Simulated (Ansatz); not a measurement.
Input of an Ansatz 0.2.0 run:

File input.yaml:

```yaml
crystal:
  lattice:
    - [-1.9305536475, 1.9305536475, 2.7386088345]
    - [1.9305536475, -1.9305536475, 2.7386088345]
    - [1.9305536475, 1.9305536475, -2.7386088345]
  atoms:
    - { symbol: Eu, position: [0.5, 0.5, 0.0], spin: 7.0 }
    - { symbol: O, position: [0.25, 0.75, 0.5] }
    - { symbol: O, position: [0.75, 0.25, 0.5] }
hamiltonian:
  xc: r2scan
  pseudopotentials: { kind: paw }
  hubbard: { sites: [{ species: Eu, l: f, u_eff: 8.0 }] }
magnetization:
  spin_polarized: true
kpoints:
  mp_grid: { grid: [10, 10, 10] }
scf:
  occupations: { method: fermi_dirac, width: 0.05 }
  n_extra_bands: 7
output:
  forces: true
  stress: true
  eigenvalues: true
  dos: { projected: true, de: 0.05, nscf_kmesh: { grid: [15, 15, 15] } }
```

Potentials or basis: Ansatz PAW.

Launch:

```sh
$ ansatz run input.yaml --threads 2 --pin off --max-ram 5632MiB --backend cpu --events-out ev --progress --plain --runs-dir out
```

Problem. Estimate the site moments.

Solution. Eu +5.90; O -0.55 μB.

Problem. What does it give for the pressure?

Solution. 4.3 GPa.

Problem. Estimate the absolute moment.

Solution. 7.20 μB per cell.

Problem. Predict the density of states at the Fermi level.

Solution. 2.99 states/eV per cell.

Stress tensor (GPa, compression positive):
```
4.08 0.00 0.00
0.00 4.08 0.00
0.00 0.00 4.78
```

Caveat: the magnetic or orbital state may not be the lowest; spin-orbit coupling is left out, which moves the levels of the heavy elements; a cell with one magnetic atom can't hold antiferromagnetic order, which such compounds often take; the PAW data sets come from PBE, with cores solved anew for the run's functional, which leaves a small shift of forces and pressure; the density of states is complete only up to the lowest level of the last band computed. The state reached can hang on the start; a lower one may exist.
